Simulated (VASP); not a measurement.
# Pt in VASP: relaxation of the atoms with RPBE

Aim: the relaxation of the atoms of Pt with RPBE.

Everything below comes from runs of VASP 6.6.1. Logs are shortened: lines on timing, memory, paths and dates and some standing lists are left out, and cuts for length are marked.

## (1) The cell of the first run

The cell holds a slab with vacuum, 6 atoms: a = 2.769 Å, b = 2.769 Å, c = 24.789 Å, α = 90.00°, β = 90.00°, γ = 90.00°.

The slab is cut from a database's or a generator's crystal, which needn't be the stable form of the element.

## (2) Relaxation of the atoms, RPBE (the (1 0 0) slab of Pt, cut from the database cell, not relaxed)

File INCAR:

```
ALGO = Fast
DIPOL = 0.5 0.5 0.500
EDIFF = 1E-6
EDIFFG = -0.01
ENCUT = 520
GGA = RP
IBRION = 2
IDIPOL = 3
ISIF = 2
ISMEAR = 0
LASPH = True
LCHARG = False
LDIPOL = True
LREAL = False
LWAVE = False
NELM = 80
NSW = 60
PREC = Accurate
SIGMA = 0.05
```

File KPOINTS:

```
k-points
0
Gamma
  10 10 1
```

File POSCAR:

```
Pt
1.0
    2.7688887338      0.0000000000      0.0000000000
    0.0000000000      2.7688887338      0.0000000000
    0.0000000000      0.0000000000     24.7895000000
Pt
6
Selective dynamics
Direct
    0.5000000000      0.5000000000      0.3025474495  F F F
    0.0000000000      0.0000000000      0.3815284697  F F F
    0.5000000000      0.5000000000      0.4605094899  F F F
    0.0000000000      0.0000000000      0.5394905101  T T T
    0.5000000000      0.5000000000      0.6184715303  T T T
    0.0000000000      0.0000000000      0.6974525505  T T T
```

Potentials or basis: VASP PAW PBE potentials, release 64 (Pt).

On the command line:

```console
$ cat potpaw_PBE.64/Pt/POTCAR > POTCAR
$ mpirun -np 1 vasp_std > vasp.out
```

OUTCAR:

```text
EDIFF = 1E-6
   EDIFFG = -0.01
   ENCUT = 520
   GGA = RP
   IBRION = 2
   ISIF = 2
   ISMEAR = 0
   LASPH = True
   LREAL = False
   NELM = 80
   NSW = 60
   PREC = Accurate

 ion  position               nearest neighbor table
   1  0.500  0.500  0.303-   2 2.77   2 2.77   2 2.77   2 2.77
   2  0.000  0.000  0.382-   3 2.77   3 2.77   3 2.77   3 2.77   1 2.77   1 2.77   1 2.77   1 2.77

   3  0.500  0.500  0.461-   2 2.77   2 2.77   2 2.77   2 2.77   4 2.77   4 2.77   4 2.77   4 2.77

   4  0.000  0.000  0.539-   5 2.77   5 2.77   5 2.77   5 2.77   3 2.77   3 2.77   3 2.77   3 2.77

   5  0.500  0.500  0.618-   4 2.77   4 2.77   4 2.77   4 2.77   6 2.77   6 2.77   6 2.77   6 2.77

   6  0.000  0.000  0.697-   5 2.77   5 2.77   5 2.77   5 2.77

  LATTYP: Found a simple tetragonal cell.
 ALAT       =     2.7688887338
 C/A-ratio  =     8.9528696828

  Lattice vectors:

 A1 = (   2.7688887338,   0.0000000000,   0.0000000000)
 A2 = (   0.0000000000,   2.7688887338,   0.0000000000)
 A3 = (   0.0000000000,   0.0000000000,  24.7895000000)

Analysis of symmetry for initial positions (statically):
=====================================================================
 Subroutine PRICEL returns:
 Original cell was already a primitive cell.

 Routine SETGRP: Setting up the symmetry group for a
 simple tetragonal supercell.

 Subroutine GETGRP returns: Found 16 space group operations
 (whereof  8 operations were pure point group operations)
 out of a pool of 16 trial point group operations.

The static configuration has the point symmetry C_4v.
 The point group associated with its full space group is D_4h.

Analysis of symmetry for dynamics (positions and initial velocities):
=====================================================================
 Subroutine PRICEL returns:
 Original cell was already a primitive cell.

 Routine SETGRP: Setting up the symmetry group for a
 simple tetragonal supercell.

 Subroutine GETGRP returns: Found 16 space group operations
 (whereof  8 operations were pure point group operations)
 out of a pool of 16 trial point group operations.

The dynamic configuration has the point symmetry C_4v.
 The point group associated with its full space group is D_4h.

Analysis of constrained symmetry for selective dynamics:
=====================================================================
 Subroutine PRICEL returns:
 Original cell was already a primitive cell.

 Routine SETGRP: Setting up the symmetry group for a
 simple tetragonal supercell.

 Subroutine GETGRP returns: Found  8 space group operations
 (whereof  8 operations were pure point group operations)
 out of a pool of 16 trial point group operations.

The constrained configuration has the point symmetry C_4v.

 Subroutine INISYM returns: Found  8 space group operations
 (whereof  8 operations are pure point group operations),
 and found     1 'primitive' translations

----------------------------------------------------------------------------------------

                                     Primitive cell

  volume of cell :     190.0548

  direct lattice vectors                    reciprocal lattice vectors
     2.768888734  0.000000000  0.000000000     0.361155718  0.000000000  0.000000000
     0.000000000  2.768888734  0.000000000     0.000000000  0.361155718  0.000000000
     0.000000000  0.000000000 24.789500000     0.000000000  0.000000000  0.040339660

  length of vectors
     2.768888734  2.768888734 24.789500000     0.361155718  0.361155718  0.040339660

  position of ions in fractional coordinates (direct lattice)
     0.500000000  0.500000000  0.302547449
     0.000000000  0.000000000  0.381528470
     0.500000000  0.500000000  0.460509490
     0.000000000  0.000000000  0.539490510
     0.500000000  0.500000000  0.618471530
     0.000000000  0.000000000  0.697452551

  ion indices of the primitive-cell ions
   primitive index   ion index
                 1           1
                 2           2
                 3           3
                 4           4
                 5           5
                 6           6

----------------------------------------------------------------------------------------

 KPOINTS: k-points

Automatic generation of k-mesh.
 Grid dimensions read from file:
 generate k-points for:   10   10    1

 Generating k-lattice:

  Cartesian coordinates                     Fractional coordinates (reciprocal lattice)
     0.036115572  0.000000000  0.000000000     0.100000000  0.000000000  0.000000000
     0.000000000  0.036115572  0.000000000     0.000000000  0.100000000  0.000000000
     0.000000000  0.000000000  0.040339660     0.000000000  0.000000000  1.000000000

  Length of vectors
     0.036115572  0.036115572  0.040339660

  Shift w.r.t. Gamma in fractional coordinates (k-lattice)
     0.000000000  0.000000000  0.000000000

 Subroutine IBZKPT returns following result:
 ===========================================

 Found     21 irreducible k-points:

 Following reciprocal coordinates:
            Coordinates               Weight
  0.000000  0.000000  0.000000      1.000000
  0.100000  0.000000  0.000000      4.000000
  0.200000  0.000000  0.000000      4.000000
  0.300000  0.000000  0.000000      4.000000
  0.400000  0.000000  0.000000      4.000000
  0.500000  0.000000  0.000000      2.000000
[... 13 lines left out ...]
  0.500000  0.400000  0.000000      4.000000
  0.500000  0.500000  0.000000      1.000000
   k-points           NKPTS =     21   k-points in BZ     NKDIM =     21   number of bands    NBANDS=     36
   number of dos      NEDOS =    301   number of ions     NIONS =      6
   total plane-waves  NPLWV = 110592
   dimension x,y,z NGX =    24 NGY =   24 NGZ =  192
   dimension x,y,z NGXF=    48 NGYF=   48 NGZF=  384
   ions per type =               6
   NGX,Y,Z   is equivalent  to a cutoff of  14.41, 14.41, 12.88 a.u.
   NGXF,Y,Z  is equivalent  to a cutoff of  28.82, 28.82, 25.75 a.u.
 SYSTEM =  unknown system
   PREC   = accura    normal or accurate (medium, high low for compatibility)
   ISTART =      0    job   : 0-new  1-cont  2-samecut
   ICHARG =      2    charge: 1-file 2-atom 10-const
   ISPIN  =      1    spin polarized calculation?
   LNONCOLLINEAR =      F non collinear calculations
   LSORBIT =      F    spin-orbit coupling
   LASPH  =      T    aspherical Exc in radial PAW
   ENCUT  =  520.0 eV  38.22 Ry    6.18 a.u.   5.15  5.15 46.09*2*pi/ulx,y,z
   NELM   =     80;   NELMIN=  2; NELMDL= -5     # of ELM steps
   EDIFF  = 0.1E-05   stopping-criterion for ELM
   LREAL  =      F    real-space projection
   EDIFFG = -.1E-01   stopping-criterion for IOM
   NSW    =     60    number of steps for IOM
   IBRION =      2    ionic relax: 0-MD 1-quasi-New 2-CG
   NFREE  =      1    steps in history (QN), initial steepest desc. (CG)
   ISIF   =      2    stress and relaxation
   ISYM   =      2    0-nonsym 1-usesym 2-fastsym
   POTIM  = 0.5000    time-step for ionic-motion
   TEBEG  =    0.0;   TEEND  =   0.0 temperature during run
   PSTRESS=    0.0 pullay stress
   NELECT =      60.0000    total number of electrons
   NUPDOWN=      -1.0000    fix difference up-down
   EMIN   =  10.00;   EMAX   =-10.00  energy-range for DOS
   EFERMI =   0.00;   METHOD = LEGACY
   ISMEAR =     0;   SIGMA  =   0.05  broadening in eV -4-tet -1-fermi 0-gaus
   EFERMI_NEDOS =   21; number of points for ismear=-14 and -15
   IALGO  =     68    algorithm
   IMIX   =      4    mixing-type and parameters
     AMIX     =   0.40;   BMIX     =  1.00
     AMIX_MAG =   1.60;   BMIX_MAG =  1.00
  volume/ion in A,a.u.               =      31.68       213.76
  Fermi-wavevector in a.u.,A,eV,Ry     =   1.114720  2.106515 16.906598  1.242600
  Thomas-Fermi vector in A             =   2.251317
   LORBIT       =      0    0 simple, 1 ext, 2 COOP (PROOUT), +10 PAW based schemes
   GGA     = RP    functional components
   LHFCALC =     F    Hartree Fock is set to
   AEXX    =    0.0000 exact exchange contribution
   IVDW    =     0    specifies the selected vdW correction
   LEPSILON=     F    determine dielectric tensor
   LRPA    =     F    only Hartree local field effects (RPA)
 conjugate gradient relaxation of ions
 non-spin polarized calculation
 RMM-DIIS sequential band-by-band and
 Gauss-broadening in eV      SIGMA  =   0.05
  energy-cutoff  :      520.00
  volume of cell :      190.05
 maximum number of plane-waves:      5152
 NGX is ok and might be reduce to    24
   NGX = 11   NGY = 11   NGZ = 93

--------------------------------------- Ionic step        1  -------------------------------------------

 number of electron      59.9999996 magnetization

 Free energy of the ion-electron system (eV)
  ---------------------------------------------------
  ext. energy  EPLUGINS =         0.00000000
  ---------------------------------------------------
  free energy    TOTEN  =       -31.10742296 eV

  energy without entropy =      -31.08970047  energy(sigma->0) =      -31.09856171

------------------------ aborting loop because EDIFF is reached ----------------------------------------

  FORCE on cell =-STRESS in cart. coord.  units (eV):
  Direction    XX          YY          ZZ          XY          YZ          ZX
  --------------------------------------------------------------------------------------
  -------------------------------------------------------------------------------------
  Total        3.5320136      3.5320136      5.3808241      0.0000000      0.0000000      0.0000000
  in kB       29.7751652     29.7751652     45.3607892      0.0000000      0.0000000      0.0000000
  external PRESSURE =      34.9703732 kB  Pullay stress =       0.0000000 kB
[... 101 lines left out ...]
  FREE ENERGIE OF THE ION-ELECTRON SYSTEM (eV)
  ---------------------------------------------------
  free  energy   TOTEN  =       -31.1405033463 eV

  energy  without entropy=      -31.1236979386  energy(sigma->0) =      -31.13210064

 vacuum level on the upper side and lower side of the slab       (xc-potential included)        -0.135        -0.145

 dipolmoment           0.000000      0.000000     -0.002218 electrons x Angstroem

[... ionic steps 4 to 8 ...]

--------------------------------------- Ionic step        9  -------------------------------------------

 number of electron      59.9999999 magnetization

------------------------ aborting loop because EDIFF is reached ----------------------------------------

  FORCE on cell =-STRESS in cart. coord.  units (eV):
  Direction    XX          YY          ZZ          XY          YZ          ZX
  --------------------------------------------------------------------------------------
  -------------------------------------------------------------------------------------
  Total        0.8961651      0.8961651      1.7213532      0.0000000      0.0000000      0.0000000
  in kB        7.5547454      7.5547454     14.5111491      0.0000000      0.0000000      0.0000000
  external PRESSURE =       9.8735467 kB  Pullay stress =       0.0000000 kB
[... 65 lines left out ...]
  energy  without entropy=      -31.1626282582  energy(sigma->0) =      -31.17012244

--------------------------------------- Ionic step       11  -------------------------------------------

 number of electron      59.9999999 magnetization

 dipolmoment           0.000000      0.000000      0.001456 electrons x Angstroem

 Free energy of the ion-electron system (eV)
  ---------------------------------------------------
  ext. energy  EPLUGINS =         0.00000000
  ---------------------------------------------------
  free energy    TOTEN  =       -31.17767581 eV

  energy without entropy =      -31.16266210  energy(sigma->0) =      -31.17016895

 E-fermi :   2.4664     XC(G=0):  -7.2179

 val. band max:        2.4405184810   @ k =   0.4000   0.4000   0.0000
 cond. band min:       2.4680163268   @ k =   0.4000   0.3000   0.0000
 fundamental gap:      0.0274978458
 Fermi energy:         2.4663945614

 k-point     1 :       0.0000    0.0000    0.0000
  band No.  band energies     occupation
      1      -7.1389      2.00000
      2      -6.2514      2.00000
      3      -4.9916      2.00000
      4      -4.2910      2.00000
      5      -3.8820      2.00000
      6      -3.8122      2.00000
[... 808 lines left out ...]
     35       9.2744      0.00000
     36       9.2744      0.00000

------------------------ aborting loop because EDIFF is reached ----------------------------------------

 vacuum level on the upper side and lower side of the slab       (xc-potential included)         0.008        -0.026

  FORCE on cell =-STRESS in cart. coord.  units (eV):
  Direction    XX          YY          ZZ          XY          YZ          ZX
  --------------------------------------------------------------------------------------
  -------------------------------------------------------------------------------------
  Total        0.8860803      0.8860803      1.7158938      0.0000000     -0.0000000     -0.0000000
  in kB        7.4697299      7.4697299     14.4651255      0.0000000     -0.0000000     -0.0000000
  external PRESSURE =       9.8015284 kB  Pullay stress =       0.0000000 kB

 VOLUME and BASIS-vectors are now :
 -----------------------------------------------------------------------------
  energy-cutoff  :      520.00
  volume of cell :      190.05
      direct lattice vectors                 reciprocal lattice vectors
     2.768888734  0.000000000  0.000000000     0.361155718  0.000000000  0.000000000
     0.000000000  2.768888734  0.000000000     0.000000000  0.361155718  0.000000000
     0.000000000  0.000000000 24.789500000     0.000000000  0.000000000  0.040339660
[... 12 lines left out ...]
  FREE ENERGIE OF THE ION-ELECTRON SYSTEM (eV)
  ---------------------------------------------------
  free  energy   TOTEN  =       -31.1776758098 eV

  energy  without entropy=      -31.1626620993  energy(sigma->0) =      -31.17016895

 reached required accuracy - stopping structural energy minimisation

 vacuum level on the upper side and lower side of the slab         7.961         7.927
```

Run time: 31 min. Hardware: 1 thread of Intel Xeon Platinum 8559C (Emerald Rapids), shared host; peak memory 0.42 GiB.

Results:

```yaml
Free_energy: -31.1777 eV
Energy_gained_by_relaxing: 11.7 meV/atom
Ionic_steps: 11
Band_gap_on_the_k_mesh: none (metal or under the smearing width)
```

The path:
```tsv
step	energy change (eV)	largest force (eV/Å)	pressure (GPa)
1	0.0000	0.3768	3.50
2	-0.0103	0.3741	3.28
3	-0.0331	0.3723	2.69
4	-0.0455	0.7080	1.62
5	-0.0525	0.6020	1.44
6	-0.0644	0.4117	0.93
7	-0.0655	0.4985	0.75
8	-0.0676	0.5261	0.81
9	-0.0702	0.6039	0.99
10	-0.0702	0.6021	0.98
11	-0.0703	0.6099	0.98
```

Final structure:
```
CELL_PARAMETERS angstrom
2.76889 0.00000 0.00000
0.00000 2.76889 0.00000
0.00000 0.00000 24.78950
ATOMIC_POSITIONS crystal
Pt 0.50000 0.50000 0.30255
Pt 0.00000 0.00000 0.38153
Pt 0.50000 0.50000 0.46051
Pt 0.00000 0.00000 0.54344
Pt 0.50000 0.50000 0.62612
Pt 0.00000 0.00000 0.70715
```

Levels at points of the mesh, in eV from the Fermi level:
```csv
k point,band 27,band 28,band 29,band 30,band 31,band 32,band 33,band 34
"(0.00, 0.00, 0.00)",-1.03,-0.66,-0.29,-0.14,-0.14,0.07,0.14,0.33
"(0.50, 0.00, 0.00)",-0.42,-0.38,-0.06,-0.04,0.77,0.78,1.72,1.75
"(0.50, 0.50, 0.00)",0.66,0.68,1.08,1.17,2.93,2.93,4.72,4.72
```

Caveat: the PAW data sets were made with another functional, which shifts forces and pressure a little.
